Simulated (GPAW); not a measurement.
Runs of GPAW 26.7.0 on SnSe2. Symmetry: P-3m1, No. 164, trigonal system. The conventional cell has a = 3.811 Å, b = 3.811 Å, c = 6.136 Å, α = 90.00°, β = 90.00°, γ = 120.00°. Sn (site symmetry -3m) is surrounded by 6 Se at 2.68 Å. Se (site symmetry 3m) is surrounded by 3 Sn at 2.68 Å. 

```tsv
task	level	potentials or basis	spin	cell	k mesh	cutoff (eV)	smearing	maxiter	band path	band points	spin axis theta (degrees)	spin axis phi (degrees)	gap on the mesh (eV)	pressure (GPa)	largest force (eV/Å)
band structure	PW91	PAW data sets generated in the run's folder for this functional, pw	SOC, no magnetisation	as given	6 × 6 × 3	600	fermi-dirac 0.05 eV	150	GMKGALHA,LM,KH	100	0	0	0.71	5.3	0.73
phonons	PBEsol+D3	PAW data sets generated in the run's folder for this functional, pw	off	relaxed	8 × 8 × 5	510	fermi-dirac 0.05 eV	150	-	-	-	-	(a)	0.0	-
relaxation of cell and atoms	r2SCAN+D3(BJ)	GPAW PAW data sets (gpaw-data 1.2.1), pw	off	relaxed	6 × 6 × 3	600	fermi-dirac 0.05 eV	150	-	-	-	-	(b)	0.0	0.01
single point	LDA	JTH PAW 2.0, LDA, pw	off	as given	7 × 7 × 4	450	fermi-dirac 0.05 eV	80	-	-	-	-	0.68	0.4	0.48
energy-loss spectrum	LDA	JTH PAW 2.0, LDA, pw	off	as given	7 × 7 × 4	450	fermi-dirac 0.001 eV	150	-	-	-	-	0.68	-	-
```

Question: Estimate the missing entries.

Answer: (a) 0.37; (b) 1.04.

Caveats: spin-orbit coupling is left out, which moves the levels of the heavy elements (some runs); an odd mesh through Γ misses points on the zone boundary, where band edges often lie (some runs); the cutoff is short for stress and forces, so pressures can be off by a GPa or more (some runs); the program truncates these outside data sets (some runs); spin-orbit coupling was added after a scalar SCF, so levels and gaps hold it while energy, forces, pressure and moments don't (some runs); this program's spin-orbit splittings come out too wide for heavy elements (some runs); this functional lacks dispersion, which binds the layers, so the pressure and a relaxed spacing across them are unreliable (some runs).

A k mesh can miss the band edges, and rows without SOC leave out spin-orbit coupling on Se, Sn.
